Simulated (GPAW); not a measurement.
# Sn (Fd-3m) in GPAW: settings compared, part 2 of 2

GPAW 26.7.0. The steps go on from the part before.

## Step 5: Band structure, RPBE

Input file run.py:

```python
from ase.dft.bandgap import bandgap
from ase.io import read, write
from ase.units import Bohr, GPa
from gpaw import GPAW, PW
from gpaw.elf import elf_from_dft_calculation

atoms = read('Sn.xyz')

calc = GPAW(mode=PW(600),
            xc='RPBE',
            kpts={'size': (7, 7, 7), 'gamma': True},
            occupations={'name': 'fermi-dirac', 'width': 0.05},
            nbands=24,
            convergence={'density': 1e-05, 'energy': 1e-05},
            maxiter=150,
            txt='gpaw.txt')
atoms.calc = calc
energy = atoms.get_potential_energy()
forces = atoms.get_forces()
stress = atoms.get_stress()
calc.write('gs.gpw')
write('result.traj', atoms)
print(f'Energy: {energy:.6f} eV')
print('Forces (eV/A):')
print(forces.round(4))
print('Stress (GPa):', (stress / GPa).round(3))
print('Fermi level:', round(calc.get_fermi_level(), 4), 'eV')
print(f'Gap: {bandgap(calc)[0]:.4f} eV, direct: {bandgap(calc, direct=True)[0]:.4f} eV')

# fields on the real-space grid
write('density.cube', atoms, data=calc.get_pseudo_density() * Bohr**3)
write('potential.cube', atoms, data=calc.get_electrostatic_potential())
write('elf.cube', atoms, data=elf_from_dft_calculation(calc).data)

path = atoms.cell.bandpath('GXWKGLUWLK,UX', npoints=80, eps=1e-4)
bs_calc = calc.fixed_density(kpts=path, symmetry='off', nbands=38,
                             convergence={'bands': 'CBM+6.0', 'eigenstates': 1e-6}, txt='bands.txt')
bs = bs_calc.band_structure()
bs.write('bs.json')
print(f'Gap on the path: {bandgap(bs_calc)[0]:.4f} eV')
```

Input file Sn.xyz:

```xyz
2
Lattice="0.0000000000 3.2333428000 3.2333428000 3.2333428000 0.0000000000 3.2333428000 3.2333428000 3.2333428000 0.0000000000" Properties=species:S:1:pos:R:3 pbc="T T T"
Sn     4.8500142000      4.8500142000      4.8500142000
Sn     3.2333428000      3.2333428000      3.2333428000
```

Potentials or basis: the program's PAW data sets (release 1.2.1) made for this functional, pw.

Run with:

```bash
$ OMP_NUM_THREADS=1 python run.py
```

It took 2.7 min on 1 thread of Arm Neoverse N1, shared host; peak memory 0.33 GiB.

The run converged. Its results:

```
Free energy             : -7.3405 eV
Pressure                : 5.0 GPa
Band gap along the path : none (metal or under the smearing width)
```

Levels at the corners of the path, in eV from the Fermi level:
```csv
point,band 10,band 11,band 12,band 13,band 14,band 15,band 16,band 17,band 18,band 19
Γ,-21.39,-10.66,-0.49,0.04,0.04,0.04,2.13,2.13,2.13,5.22
X,-21.32,-7.54,-7.54,-2.54,-2.54,0.86,0.86,7.78,7.78,9.48
W,-21.30,-7.48,-7.48,-3.10,-3.10,3.46,3.46,4.08,4.08,9.16
K,-21.29,-7.95,-7.05,-3.44,-2.17,1.14,3.40,5.83,6.02,6.88
Γ,-21.39,-10.66,-0.49,0.04,0.04,0.04,2.13,2.13,2.13,5.22
L,-21.34,-9.02,-6.33,-1.18,-1.18,0.06,3.21,3.21,5.77,8.69
U,-21.29,-7.95,-7.05,-3.44,-2.17,1.14,3.40,5.83,6.02,6.88
W,-21.30,-7.48,-7.48,-3.10,-3.10,3.46,3.46,4.08,4.08,9.16
L,-21.34,-9.02,-6.33,-1.18,-1.18,0.06,3.21,3.21,5.77,8.69
K,-21.29,-7.95,-7.05,-3.44,-2.17,1.14,3.40,5.83,6.02,6.88
U,-21.29,-7.95,-7.05,-3.44,-2.17,1.14,3.40,5.83,6.02,6.88
X,-21.32,-7.54,-7.54,-2.54,-2.54,0.86,0.86,7.78,7.78,9.48
```

Caveat: spin-orbit coupling is left out, which moves the levels of the heavy elements.

## Step 6: Band structure, revPBE

run.py, as its differences from that of step 5:

```diff
@@ -2,5 +2,4 @@
 from ase.io import read, write
-from ase.units import Bohr, GPa
+from ase.units import GPa
 from gpaw import GPAW, PW
-from gpaw.elf import elf_from_dft_calculation
 
@@ -9,3 +8,3 @@
 calc = GPAW(mode=PW(600),
-            xc='RPBE',
+            xc='revPBE',
             kpts={'size': (7, 7, 7), 'gamma': True},
@@ -29,7 +28,2 @@
 
-# fields on the real-space grid
-write('density.cube', atoms, data=calc.get_pseudo_density() * Bohr**3)
-write('potential.cube', atoms, data=calc.get_electrostatic_potential())
-write('elf.cube', atoms, data=elf_from_dft_calculation(calc).data)
-
 path = atoms.cell.bandpath('GXWKGLUWLK,UX', npoints=80, eps=1e-4)
```

Sn.xyz is that of step 5.

Potentials or basis: the program's PAW data sets (release 1.2.1) made for this functional, pw.

Run with:

```bash
$ OMP_NUM_THREADS=1 python run.py
```

gpaw.txt:

```text
__  _  _
 | _ |_)|_||  |
 |__||  | ||/\| - 26.7.0

Input parameters:
  mode=PW(ecut=600.0),
  convergence={'density': 1e-05, 'energy': 1e-05},
  kpts=MonkhorstPack(size=(7, 7, 7), gamma=True),
  maxiter=150,
  nbands=24,
  occupations=Occupations(name='fermi-dirac', width=0.05),
  xc=XC(name='revPBE')

Diagonalizing LCAO Hamiltonian
Converting LCAO to pw mode

            Sn

       Sn

Atoms  # Å, Bohr magnetons
|   | symbol |        x |        y |        z |    initial magnetic moments |
|---|--------|----------|----------|----------|-----------------------------|
| 0 |     Sn | 4.850014 | 4.850014 | 4.850014 | ( 0.0000,  0.0000,  0.0000) |
| 1 |     Sn | 3.233343 | 3.233343 | 3.233343 | ( 0.0000,  0.0000,  0.0000) |

Unit cell  # Å
| periodic |        x |        y |        z |  lengths |    angles |
|----------|----------|----------|----------|----------|-----------|
|      yes | 0.000000 | 3.233343 | 3.233343 | 4.572637 | 60.000000 |
|      yes | 3.233343 | 0.000000 | 3.233343 | 4.572637 | 60.000000 |
|      yes | 3.233343 | 3.233343 | 0.000000 | 4.572637 | 60.000000 |

Number of symmetries: 24
Symmetry operations  # r_c * U_cc + t_c -> r_c
|    | kind |            matrix            |
|----|------|------------------------------|
|  0 |  E   |  1, 0, 0,  0, 1, 0,  0, 0, 1 |
|  1 |  σ   |  1, 0, 0,  0, 0, 1,  0, 1, 0 |
|  2 |  σ   |  1, 0,-1,  0, 1,-1,  0, 0,-1 |
|  3 |  C3  |  1, 0,-1,  0, 0,-1,  0, 1,-1 |
|  4 |  C3  |  1,-1, 0,  0,-1, 1,  0,-1, 0 |
|  5 |  σ   |  1,-1, 0,  0,-1, 0,  0,-1, 1 |
|  6 |  σ   |  0, 1, 0,  1, 0, 0,  0, 0, 1 |
|  7 |  C3  |  0, 1, 0,  0, 0, 1,  1, 0, 0 |
[... 120 lines left out ...]
- Maximum [total energy] change in last 3 cyles: 1e-05 eV / valence electron
- Maximum integral of absolute [eigenst]ate change: 4e-08 eV^2 / valence electron
maximum number of iterations: 150

SCF iterations
|iter     | |      energy | eigst |  dens |
|---------|-|-------------|-------|-------|
|iter:   1| |   -7.447077 | -0.01 |       |
|iter:   2| |   -7.452837 | -2.30 | -1.45 |
|iter:   3| |   -7.447227 | -2.46 | -1.47 |
|iter:   4| |   -7.454675 | -3.02 | -1.97 |
|iter:   5| |   -7.455842 | -3.99 | -2.62 |
|iter:   6| |   -7.455875 | -5.49 | -3.55 |
|iter:   7| |   -7.455877c| -6.55 | -4.28 |
|iter:   8| |   -7.455877c| -7.97c| -4.69 |
|iter:   9| |   -7.455877c| -8.18c| -5.23c|

Converged in 9 steps
Energy contributions relative to reference atoms: (reference = -336034.170368)

Energy contributions:
  Kinetic:          12.899703
  Coulomb:         -11.708073
  Zero:              0.018615
  External:          0.000000
  Xc:               -8.665309
  Entropy:          -0.001624
  Spinorbit:         0.000000
  ----------------------------
  Free energy:      -7.456689
  Extrapolated:     -7.455877

dipole moment: (4.488046, 4.488046, 4.488046)  # |e|*Ang

Fermi level: 5.171
Eigenvalues  # (at kpt = [0.000, 0.000, 0.000])
| band index |      eig [eV] | occ [0-2] |
|------------|---------------|-----------|
|          0 |       -16.577 |     2.000 |
|        ... |               |           |
|          4 |       -16.520 |     2.000 |
|          5 |       -16.201 |     2.000 |
|          6 |       -16.201 |     2.000 |
|          7 |       -16.201 |     2.000 |
|          8 |       -16.193 |     2.000 |
|          9 |       -16.193 |     2.000 |
[... 8 lines left out ...]
|         18 |        10.346 |     0.000 |
|         19 |        13.096 |     0.000 |
|        ... |               |           |
|         23 |        13.565 |     0.000 |

No gap
No difference between direct/indirect transitions

Forces  # eV/Ang
|       x |        y |       z |
|---------|----------|---------|
| 0.00000 |  0.00000 | 0.00000 |  # Sn   0
| 0.00000 | -0.00000 | 0.00000 |  # Sn   1

Stress tensor  # eV/Ang^3
|         x |         y |         z |
|-----------|-----------|-----------|
| -0.028432 | -0.000000 | -0.000000 |
| -0.000000 | -0.028432 |  0.000000 |
| -0.000000 |  0.000000 | -0.028432 |

# Writing to gs.gpw (mode='')
```

stdout:

```text
Energy: -7.455877 eV
Forces (eV/A):
[[ 0.  0.  0.]
 [ 0. -0.  0.]]
Stress (GPa): [-4.555 -4.555 -4.555  0.    -0.    -0.   ]
Fermi level: 5.1705 eV
Gap: 0.0000 eV, direct: 0.0000 eV
Gap on the path: 0.0000 eV
```

It took 2.6 min on 1 thread of Arm Neoverse N1, shared host; peak memory 0.33 GiB.

What came out:

```
Free energy             : -7.4567 eV
Pressure                : 4.6 GPa
Band gap along the path : none (metal or under the smearing width)
```

Levels at the corners of the path, in eV from the Fermi level:
```tsv
point	band 12	band 13	band 14	band 15	band 16	band 17
Γ	-0.50	0.05	0.05	0.05	2.14	2.14
X	-7.53	-2.53	-2.53	0.85	0.85	7.78
W	-7.47	-3.10	-3.10	3.46	3.46	4.07
K	-7.05	-3.43	-2.16	1.13	3.40	5.82
Γ	-0.50	0.05	0.05	0.05	2.14	2.14
L	-6.33	-1.17	-1.17	0.05	3.22	3.22
U	-7.05	-3.43	-2.16	1.13	3.40	5.82
W	-7.47	-3.10	-3.10	3.46	3.46	4.07
L	-6.33	-1.17	-1.17	0.05	3.22	3.22
K	-7.05	-3.43	-2.16	1.13	3.40	5.82
U	-7.05	-3.43	-2.16	1.13	3.40	5.82
X	-7.53	-2.53	-2.53	0.85	0.85	7.78
```

Caveat: spin-orbit coupling is left out, which moves the levels of the heavy elements.

## Step 7: The runs side by side

| level | potentials or basis | spin | k mesh | band points | spin axis theta (degrees) | spin axis phi (degrees) | soc after scf | pressure (GPa) |
| --- | --- | --- | --- | --- | --- | --- | --- | --- |
| LDA | the program's PAW data sets (release 1.2.1) made for this functional, pw | off | 7 × 7 × 7 | 60 | - | - | - | -0.2 |
| PBEsol | PAW data sets generated in the run's folder for this functional, pw | off | 7 × 7 × 7 | 80 | - | - | - | 1.3 |
| PBEsol | PAW data sets generated in the run's folder for this functional, pw | SOC, no magnetisation | 5 × 5 × 5 | 60 | 0 | 0 | second variation | 1.5 |
| RPBE | the program's PAW data sets (release 1.2.1) made for this functional, pw | off | 7 × 7 × 7 | 80 | - | - | - | 5.0 |
| revPBE | the program's PAW data sets (release 1.2.1) made for this functional, pw | off | 7 × 7 × 7 | 80 | - | - | - | 4.6 |

Alike in all rows: task band structure; cell as given; cutoff (eV) 600; smearing fermi-dirac 0.05 eV.

Caveats: spin-orbit coupling is left out, which moves the levels of the heavy elements (some runs); spin-orbit coupling was added after a scalar SCF, so levels and gaps hold it while energy, forces, pressure and moments don't (some runs); this program's spin-orbit splittings come out too wide for heavy elements (some runs).

Total energies depend on the potentials used, so only differences within one code and one set of settings carry meaning.
